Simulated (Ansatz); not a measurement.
Crystal: WC.

```
CELL_PARAMETERS angstrom
0.00000 2.30211 2.30211
2.30211 0.00000 2.30211
2.30211 2.30211 0.00000
ATOMIC_POSITIONS crystal
W 0.00000 0.00000 0.00000
C 0.75000 0.75000 0.75000
```

The cell was built by a generator and needn't be a form met in nature.

| Property | Result |
| --- | --- |
| Program | Ansatz 0.2.0 |
| Task | relaxation of cell and atoms |
| Functional | HSE06 |
| Potentials or basis | Ansatz PAW |
| Cutoff | 420 eV (not typed: the program's choice for these potentials) |
| k mesh | 5 × 5 × 5 |
| Occupations | fermi-dirac, width 0.05 eV |
| Spin | no spin polarisation |

At the start: volume 12.20 Å³/atom.

**Question.** Where does the relaxation end?

**Answer.** It ends after 7 steps and the volume is 12.65 Å³/atom (+3.7 %); space group F-43m (No. 216, to 0.05 Å).

The path:
```tsv
step	energy change (eV)	largest force (eV/Å)	volume (Å³)
1	0.0000	0.0000	24.40
2	-0.0284	0.0000	25.47
3	-0.0296	0.0000	25.31
4	-0.0296	0.0000	25.30
5	-0.0313	0.0000	25.30
6	-0.0313	0.0000	25.31
7	-0.0313	0.0000	25.31
```

Final structure:
```
W C
1.0
     0.00000    2.33024    2.33024
     2.33024    0.00000    2.33024
     2.33024    2.33024    0.00000
W C
1 1
Direct
  0.00000 0.00000 0.00000
  0.75000 0.75000 0.75000
```

Caveat: the k mesh is coarse (spacing up to 0.47 Å⁻¹), so the values aren't converged, least of all with exact exchange; the plane-wave basis is chosen anew once the cell has moved, so the energies of steps on either side of that aren't comparable; the PAW data sets come from PBE, with cores solved anew for the run's functional, which leaves a small shift of forces and pressure.
